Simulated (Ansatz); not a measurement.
# Ga2O3: moving O off its site

Ga2O3, C2/m, a = 12.256 Å, b = 3.039 Å, c = 5.808 Å, β = 103.8°. Ansatz: r2SCAN, PAW, 500 eV, Γ-centred 8×8×4 mesh on 10 atoms, Gaussian smearing 0.05 eV; no spin polarisation.

```
CELL_PARAMETERS angstrom
6.12784 -1.51953 0.00253
6.12784 1.51953 0.00253
-1.38839 0.00000 5.63998
ATOMIC_POSITIONS crystal
Ga 0.09052 0.09052 0.79479
Ga 0.90948 0.90948 0.20521
Ga 0.65873 0.65873 0.31448
Ga 0.34127 0.34127 0.68552
O 0.16421 0.16421 0.10916
O 0.83579 0.83579 0.89084
O 0.17334 0.17334 0.56352
O 0.82666 0.82666 0.43648
O 0.49629 0.49629 0.25624
O 0.50371 0.50371 0.74376
```

Atom 9 (O) moves by x along the unit vector (-0.208, 0.000, 0.978), with its periodic images; all else is held. y is the free energy of the cell over the start, F the force along the path summed over the moved atoms.

```
 x (Å) y (meV) F (eV/Å)
-0.200        ?         ?
-0.160     67.9      0.85
-0.120     38.3      0.64
-0.080     17.1      0.42
-0.040      4.3      0.21
 0.000      0.0      0.00
 0.080     17.7     -0.45
 0.120     40.5     -0.69
 0.160     73.1     -0.95
 0.200    116.3     -1.22
```

Task: Fit y = c2 x² + c3 x³ + c4 x⁴ to the energies of the other rows, give the force constant, and predict energy and force of the missing row.

Result: Least squares on the rows shown. y = 2709 x² + 635.9 x³ + 1778 x⁴. The force constant is 2 c2 = 5.42 eV/Å² (for all images moving together, not for a lone atom). The force −dy/dx at the missing row is 1.06 eV/Å (computed 1.07). At x = -0.200 the fit asked for gives 106.1 meV. The run gave 106.2 meV, so the fit is 0.1 meV too low, a small miss on the scale of the series.

The well is nearly harmonic but lopsided: at the ends of the path the energy is 116.3 meV on the positive side and 106.2 meV on the negative. The coordinates explain this. The moved oxygen has three nearest Ga atoms in an almost flat arrangement, and the path runs along the normal to their plane, with the oxygen starting slightly on the positive side. A positive step therefore lengthens all three Ga–O bonds from the outset, whereas a negative step first carries the atom through the plane, shortening them a little before they stretch again. This accounts for the sign of the cubic term. The positive quartic term fits the same picture, since close to the plane the bond lengths change only at second order in the displacement.

The force constant thus mainly measures bond bending and the push of more distant ions, rather than Ga–O stretching. Displacement within the plane should meet a clearly stiffer response, but that anisotropy is an inference from the bonding, as only one direction was sampled.
